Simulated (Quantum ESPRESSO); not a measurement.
The system is BaTiO3.

```
CELL_PARAMETERS angstrom
3.99980 0.00000 0.00000
0.00000 3.99980 0.00000
0.00000 0.00000 4.01800
ATOMIC_POSITIONS crystal
Ba 0.00000 0.00000 0.00000
Ti 0.50000 0.50000 0.49000
O 0.00000 0.50000 0.51700
O 0.50000 0.00000 0.51700
O 0.50000 0.50000 0.01900
```

Base run:

```yaml
Program: Quantum ESPRESSO 7.5
Functional: BLYP
Potentials_or_basis: GBRV 1.5 PBE
Cutoff: 612 eV
Density_cutoff: 4898 eV
k_mesh: 6 × 6 × 6, shifted
Occupations: fermi-dirac, width 0.05 eV
Spin: no spin polarisation
```

Its results: pressure 9.4 GPa; largest force 0.218 eV/Å; electronic dielectric tensor (diagonal) 6.46, 6.46, 5.99.

Q: The run is repeated on the same cell with these changes: functional from BLYP to PBEsol; potentials or basis from GBRV 1.5 PBE to GBRV 1.5 PBEsol. What comes out?

A: Pressure -2.8 GPa; largest force 0.344 eV/Å; electronic dielectric tensor (diagonal) 6.64, 6.64, 6.17.

Caveats: the potentials were made for another functional, which shifts forces and pressure (some runs); the cell is more than 3 GPa from zero pressure, which shifts response properties (some runs).
